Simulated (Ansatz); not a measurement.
**V in Ansatz: the effect of functional**

Crystal: V.

```
V
1.0
     2.65537    0.00000    0.00000
    -1.32769    2.29962    0.00000
     0.00000    0.00000    4.81597
V
2
Direct
  0.33333 0.66667 0.25000
  0.66667 0.33333 0.75000
```

This isn't the form of V at room conditions, which is bcc.

The cell isn't the ideal one: volume scaled by 1.06.

Alike in all runs:

* Program: Ansatz 0.2.0
* Task: single point
* Potentials or basis: Ansatz PAW
* k mesh: 12 × 12 × 6
* Occupations: fermi-dirac, width 0.05 eV
* Spin: collinear spin, ferromagnetic start
* Starting moments: [2.0, 2.0] μB

Task: One run gave: pressure -15.4 GPa; moment 0.00 μB. Which functional did it use?
A. r2SCAN
B. PBEsol
C. LDA

Result: B.

```tsv
functional	cutoff	pressure (GPa)	moment (μB)
LDA	420 eV (not typed: the program's choice for these potentials)	-20.5	0.00
PBEsol	420 eV (not typed: the program's choice for these potentials)	-15.4	0.00
r2SCAN	500 eV (not typed: the program's choice for these potentials)	-10.7	0.99
```

Caveats: the PAW data sets come from PBE, with cores solved anew for the run's functional, which leaves a small shift of forces and pressure; the starting moments weren't kept (some runs); the magnetic or orbital state may not be the lowest (some runs).

Runs at the PBE level aren't shown here.
